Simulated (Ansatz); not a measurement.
Sr:

```
Sr
1.0
    -2.43500    2.43500    2.43500
     2.43500   -2.43500    2.43500
     2.43500    2.43500   -2.43500
Sr
1
Direct
  0.00000 0.00000 0.00000
```

This isn't the form of Sr at room conditions, which is fcc.

| Property | Result |
| --- | --- |
| Program | Ansatz 0.2.0 |
| Task | single point |
| Functional | PBE |
| Potentials or basis | all-electron LAPW, scalar-relativistic |
| Cutoff | 73 eV (chosen from the basis error) |
| Basis error allowed | 0.001 eV/atom |
| k mesh | 8 × 8 × 8 |
| Occupations | fermi-dirac, width 0.05 eV |
| Spin | no spin polarisation |

On this cell: pressure -0.7 GPa; band gap on the k mesh none (metal or under the smearing width).

The same run follows on a disturbed copy (cell strained at random at fixed volume):

```
Sr
1.0
    -2.38017    2.47759    2.42469
     2.37795   -2.51859    2.46347
     2.36561    2.50403   -2.46569
Sr
1
Cartesian
  -0.0510 -0.0162 0.0820
```

Q: What does the disturbed cell give?

A: The energy (extrapolated to zero smearing) moves by +1.0 meV/atom; pressure -0.7 GPa; band gap on the k mesh none (metal or under the smearing width).

Stress tensor (GPa, compression positive):
```
-0.64  0.08  0.01
 0.08 -0.70  0.20
 0.01  0.20 -0.69
```

Caveats: the cell was measured hot, at 901 K.
